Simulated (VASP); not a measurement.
C: single point with r2SCAN

C, a sheet with vacuum:

```
C
1.0
     2.46100    0.00000    0.00000
    -1.23050    2.13129    0.00000
     0.00000    0.00000   16.00000
C
2
Direct
  0.00000 0.00000 0.50000
  0.33333 0.66667 0.50000
```

The cell was built by a generator and needn't be a form met in nature.

```
Program                : VASP 6.6.1
Task                   : single point
Functional             : r2SCAN
Potentials or basis    : VASP PAW PBE potentials, release 64 (C)
Cutoff                 : 520 eV
k mesh                 : 16 × 16 × 1
Occupations            : fermi-dirac, width 0.05 eV
Spin                   : no spin polarisation
Further INCAR settings : ALGO = Normal; EDIFF = 1e-07
```

```
Band gap on the k mesh : 1.32 eV, direct
```

Levels at points of the mesh, in eV from the valence-band top:
| k point | band 2 | band 3 | band 4 | band 5 | band 6 | band 7 |
| --- | --- | --- | --- | --- | --- | --- |
| (0.00, 0.00, 0.00) | -7.44 | -2.57 | -2.57 | 4.30 | 5.15 | 5.42 |
| (0.50, 0.00, 0.00) | -13.40 | -6.17 | -1.86 | 2.47 | 8.36 | 12.35 |

It took 2.3 min on 1 thread of Intel(R) Xeon(R) Platinum 8488C (Sapphire Rapids) (shared host), peak memory 0.2 GiB.

Caveat: the PAW data sets were made with another functional, which shifts forces and pressure a little. r2SCAN opens gaps a little over a GGA but as a rule still falls short of measured ones.
